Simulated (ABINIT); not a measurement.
**SnTe: single point with PBE**

SnTe:

```
Te Sn
1.0
     0.00000    3.15085    3.15085
     3.15085    0.00000    3.15085
     3.15085    3.15085    0.00000
Te Sn
1 1
Direct
  0.51041 0.49414 0.50590
  0.00359 0.99017 0.99647
```

The cell isn't the ideal one: atoms moved at random, drawn with an rms of 0.05 Å.

- Program: ABINIT 10.8.3 (patched build)
- Task: single point
- Functional: PBE
- Potentials or basis: JTH PAW PBE v2.0
- Cutoff: 599 eV
- k mesh: 7 × 7 × 7
- Occupations: fermi-dirac, width 0.05 eV
- Spin: no spin polarisation

* Pressure: 2.3 GPa
* Largest force: 0.022 eV/Å
* Band gap on the k mesh: 0.68 eV, direct
* Valence electrons inside the program's atomic spheres: Te 3.12; Sn 11.80

Forces in eV/Å, atoms in the order of the input:
```
Te  -0.016 -0.015 -0.005
Sn   0.016  0.015  0.005
```

Levels at points of the mesh, in eV from the valence-band top:
| k point | band 8 | band 9 | band 10 | band 11 | band 12 | band 13 |
| --- | --- | --- | --- | --- | --- | --- |
| (0.00, 0.00, 0.00) | -1.91 | -1.90 | -1.89 | 3.63 | 3.67 | 3.68 |

Run time: 2.1 min on 1 thread of Arm Neoverse V2 (shared host), peak memory 0.29 GiB.

Caveat: spin-orbit coupling is left out, which moves the levels of the heavy elements; an odd mesh through Γ misses points on the zone boundary, where band edges often lie.
